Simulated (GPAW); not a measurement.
# HfO2: single point with PBE

The system is HfO2.

```
Hf O
1.0
     0.00000    2.55750    2.55750
     2.55750    0.00000    2.55750
     2.55750    2.55750    0.00000
Hf O
1 2
Direct
  0.00000 0.00000 0.00000
  0.75000 0.75000 0.75000
  0.25000 0.25000 0.25000
```

Measurements of this composition are mostly on another form, of space group No. 14.

```
Program             : GPAW 26.7.0
Task                : single point
Functional          : PBE
Potentials or basis : GPAW PAW data sets (gpaw-data 1.2.1)
Cutoff              : 800 eV
Basis               : pw
k mesh              : 9 × 9 × 9
Occupations         : gaussian, width 0.023 eV
Spin                : no spin polarisation
```

```yaml
Pressure: -2.8 GPa
Band_gap_on_the_k_mesh: 3.84 eV, indirect (least direct gap 3.95 eV)
```

Levels at points of the mesh, in eV from the valence-band top:
```
           k point  band 8  band 9  band 10  band 11  band 12  band 13  band 14  band 15  band 16  band 17
(0.00, 0.00, 0.00)   -5.15   -5.15    -0.55    -0.55    -0.55     3.85     3.85     5.70    10.10    10.10
```

Run time: 23 s on 1 thread of Arm Neoverse V2 (shared host), peak memory 0.18 GiB.

Caveat: spin-orbit coupling is left out, which moves the levels of the heavy elements; an odd mesh through Γ misses points on the zone boundary, where band edges often lie.
